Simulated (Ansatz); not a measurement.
# CO on W (110)

Aim: for W, adsorb CO from several starts and take the binding apart.

The COD cell was measured well above room temperature, so it is larger than a cold one.

Computed with Ansatz 0.2.0 (DFT PBE+D3(BJ), scalar-relativistic, plane waves, PAW, unless a step's input says otherwise).

3 further runs of the same task are left out: 3 set aside as unsound or not needed.

**1. The starting structure**

It takes space group Cmmm (No. 65, orthorhombic). The conventional cell has a = 3.159 Å, b = 4.468 Å, c = 20.468 Å, α = 90.00°, β = 90.00°, γ = 90.00°. W (site symmetry mm2) has 6 W at 2.70 to 2.74 Å as nearest neighbours. Around W (site symmetry mmm) lie 8 W at 2.70 to 2.74 Å.

Structure file:

```
W
1.0
     5.47220    0.00000    0.00000
    -1.82407    5.15924    0.00000
     0.00000    0.00000   20.46803
W
12
Direct
  0.25000 0.25000 0.39085
  0.25000 0.75000 0.39085
  0.75000 0.25000 0.39085
  0.75000 0.75000 0.39085
  0.50000 0.50000 0.49763
  0.50000 0.00000 0.49763
  0.00000 0.50000 0.49763
  0.00000 0.00000 0.49763
  0.75000 0.75000 0.60437
  0.75000 0.25000 0.60437
  0.25000 0.75000 0.60437
  0.25000 0.25000 0.60437
```

Planes are indexed in the bulk's conventional cell (Im-3m (No. 229)), a = 3.159 Å, b = 3.159 Å, c = 3.159 Å, α = 90.00°, β = 90.00°, γ = 90.00°.

This (110) slab, 4.5 Å thick as cut, with 16 Å of vacuum, in a 2×2 surface cell; its outer planes are W (top) and W (bottom), was relaxed beforehand with its lower half held: -124611.3846 eV, work function 4.83 eV.

**2. CO, inverted, over a bridge (W-W) site**

File input.yaml:

```yaml
crystal:
  lattice:
    - [5.4721979673, 0.0, 0.0]
    - [-1.8240659891, 5.1592377209, 0.0]
    - [0.0, 0.0, 23.6180309304]
  atoms:
    - { symbol: W, position: [0.25, 0.25, 0.3387242579] }
    - { symbol: W, position: [0.25, 0.75, 0.3387242579] }
    - { symbol: W, position: [0.75, 0.25, 0.3387242579] }
    - { symbol: W, position: [0.75, 0.75, 0.3387242579] }
    - { symbol: W, position: [0.5, 0.5, 0.4312573611] }
    - { symbol: W, position: [0.5, 0.0, 0.4312573611] }
    - { symbol: W, position: [0.0, 0.5, 0.4312573611] }
    - { symbol: W, position: [0.0, 0.0, 0.4312573611] }
    - { symbol: W, position: [0.75, 0.75, 0.5237617238] }
    - { symbol: W, position: [0.75, 0.25, 0.5237617238] }
    - { symbol: W, position: [0.25, 0.75, 0.5237617238] }
    - { symbol: W, position: [0.25, 0.25, 0.5237617238] }
    - { symbol: C, position: [1.0, 0.75, 0.6757642346] }
    - { symbol: O, position: [1.0, 0.75, 0.6270726225] }
basis:
  ecutwfc: 420
kpoints:
  mp_grid: { grid: [4, 4, 1] }
hamiltonian:
  xc: pbe
  dispersion: d3bj
scf:
  occupations: { method: gaussian, width: 0.1 }
output:
  forces: true
  eigenvalues: true
  write_density: true
  write_potential: true
  elf: true
  volumetric_format: npy
relax:
  adjacent_minimum: "off"
  f_tol: 0.04
  max_steps: 100
  constraints: [{ sites: [0, 1, 2, 3] }]
efield:
  axis: 3
  dipole_correction: true
  ramp_width: 0.04
```

Command:

```
ansatz run input.yaml --threads 4 --pin off --max-ram 10240MiB --backend cpu --events-out ev --progress --plain --runs-dir out
```

Further runs follow: CO, upright, over a bridge (W-W) site; the lowest end once more, with its density; the slab alone, frozen as in the lowest end; the molecules alone, frozen as adsorbed.

What does the calculation give? Wanted: CO: lowest end; interaction of the frozen parts; electrons moved above the midplane.

**Answer**, as computed:

| quantity | value |
| --- | --- |
| CO: lowest end | E_ads -1.90 eV, upright start over bridge W-W |
| interaction of the frozen parts | -2.06 eV a cell |
| cost of deforming the slab | 0.05 eV |
| cost of deforming and crowding the molecules | 0.11 eV |
| electrons moved above the midplane | +0.147 |

**Reading.** CO binds with 1.90 eV a molecule at best. In all 0.65 electrons are rearranged, and 0.15 cross the midplane towards the molecule. Spin-orbit coupling is left out, which matters for the bands of W. The final runs have no spin polarisation, so no magnetic state was tried and one may lie lower.
